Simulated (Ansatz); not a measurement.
## Band structure of VN

```xyz
2
Lattice="0.0000 2.0640 2.0640 2.0640 0.0000 2.0640 2.0640 2.0640 0.0000" Properties=species:S:1:pos:R:3 pbc="T T T"
V     0.0000    0.0000    0.0000
N     2.0640    2.0640    2.0640
```

Atom numbers follow the list: V1, N2.

The cell is COD entry 9008765, as deposited and not checked against the literature; nothing was relaxed.

These are results of Ansatz 0.2.0, DFT, PBE, all-electron LAPW, scalar-relativistic, not measurements.

Settings: a Γ-centred 14×14×14 k mesh, Fermi–Dirac smearing of 0.08 eV, basis error target 1 meV/atom, spin-polarised from start moments V1 1.5 μB (the moments died away, and the run ended non-magnetic).

Points in fractions of the reciprocal vectors of this cell: Γ (0, 0, 0), X (0.5, 0, 0.5), U (0.625, 0.25, 0.625), K (0.375, 0.375, 0.75), L (0.5, 0.5, 0.5), W (0.5, 0.25, 0.75). The path joins them by straight lines in the order Γ–X–U–K–Γ–L–W–X; legs that retrace an earlier one aren't tabulated. Energies are in eV from the Fermi level.

Metal or insulator at this level of theory?

No gap opens: metallic or semimetallic.

Tabulate bands 10 to 16, counted from the lowest band of the run, along the path.


```csv
k (1/Å),point,band 10,band 11,band 12,band 13,band 14,band 15,band 16
0.00,Γ,-2.23,-2.23,-2.23,-1.52,-1.52,-1.52,-0.46
0.22,,-3.41,-2.71,-2.71,-1.66,-0.91,-0.91,-0.42
0.43,,-5.02,-3.26,-3.26,-2.02,-0.29,-0.04,-0.04
0.65,,-6.28,-3.61,-3.61,-2.52,-0.10,0.70,0.70
0.87,,-6.98,-3.76,-3.76,-3.01,0.12,1.15,1.15
1.09,,-7.08,-3.76,-3.76,-3.43,0.32,1.30,1.30
1.30,,-6.82,-3.70,-3.69,-3.69,0.46,1.25,1.25
1.52,X,-6.65,-3.79,-3.65,-3.65,0.51,1.21,1.21
1.60,,-6.65,-4.11,-3.70,-3.35,0.58,1.20,1.21
1.68,,-6.64,-4.50,-3.84,-3.00,0.78,1.18,1.22
1.75,,-6.63,-4.90,-4.05,-2.64,1.09,1.14,1.23
1.83,,-6.61,-5.31,-4.28,-2.28,1.09,1.25,1.46
1.91,,-6.58,-5.72,-4.54,-1.92,1.02,1.27,1.89
1.98,,-6.54,-6.12,-4.78,-1.55,0.94,1.28,2.34
2.06,U,-6.50,-6.49,-5.02,-1.17,0.85,1.29,2.63
2.19,,-6.71,-6.41,-5.20,-0.89,0.77,1.28,2.58
2.33,,-6.86,-6.30,-5.43,-0.50,0.59,1.26,2.54
2.46,,-6.94,-6.20,-5.61,-0.08,0.31,1.25,2.52
2.59,,-6.94,-6.20,-5.61,-0.08,0.31,1.25,2.52
2.73,,-6.86,-6.30,-5.43,-0.50,0.59,1.26,2.54
2.86,,-6.71,-6.41,-5.20,-0.89,0.77,1.28,2.58
2.99,K,-6.50,-6.49,-5.02,-1.17,0.85,1.29,2.63
3.22,,-7.38,-6.27,-5.56,-0.08,0.50,1.27,2.43
3.45,,-7.67,-5.88,-5.79,0.06,0.64,1.09,2.16
3.68,,-7.21,-5.64,-5.32,-0.41,0.64,0.74,1.83
3.91,,-6.17,-5.11,-4.58,-0.85,0.14,0.25,1.32
4.15,,-4.76,-4.23,-3.72,-1.21,-0.51,-0.34,0.69
4.38,,-3.25,-3.09,-2.83,-1.44,-1.07,-1.01,-0.02
4.61,Γ,-2.23,-2.23,-2.23,-1.52,-1.52,-1.52,-0.46
4.80,,-2.95,-2.80,-2.80,-1.36,-1.36,-1.09,0.11
4.98,,-4.14,-3.69,-3.69,-1.09,-1.09,-0.62,1.17
5.17,,-5.45,-4.50,-4.50,-0.71,-0.71,-0.21,2.29
5.36,,-6.71,-5.17,-5.17,-0.27,-0.27,0.23,3.33
5.55,,-7.80,-5.66,-5.66,0.16,0.16,0.75,4.18
5.74,,-8.58,-5.96,-5.96,0.47,0.47,1.23,4.76
5.92,L,-8.87,-6.06,-6.06,0.59,0.59,1.45,4.97
6.08,,-8.78,-6.07,-6.03,0.52,0.59,1.42,4.71
6.23,,-8.53,-6.08,-5.92,0.35,0.57,1.33,4.21
6.39,,-8.13,-6.10,-5.78,0.19,0.48,1.26,3.66
6.54,,-7.63,-6.14,-5.66,0.08,0.33,1.24,3.11
6.69,,-7.09,-6.17,-5.63,0.07,0.19,1.25,2.63
6.85,,-6.56,-6.20,-5.74,0.11,0.14,1.23,2.27
7.00,W,-6.21,-6.21,-5.95,0.13,0.13,1.21,2.14
7.11,,-6.36,-6.01,-5.86,-0.32,0.50,1.21,2.09
7.22,,-6.47,-5.76,-5.60,-0.84,0.78,1.21,1.95
7.33,,-6.55,-5.46,-5.20,-1.41,0.98,1.21,1.70
7.44,,-6.60,-5.11,-4.71,-2.00,1.10,1.21,1.36
7.54,,-6.63,-4.70,-4.21,-2.59,0.98,1.17,1.21
7.65,,-6.65,-4.24,-3.81,-3.17,0.65,1.20,1.21
7.76,X,-6.65,-3.79,-3.65,-3.65,0.51,1.21,1.21
```
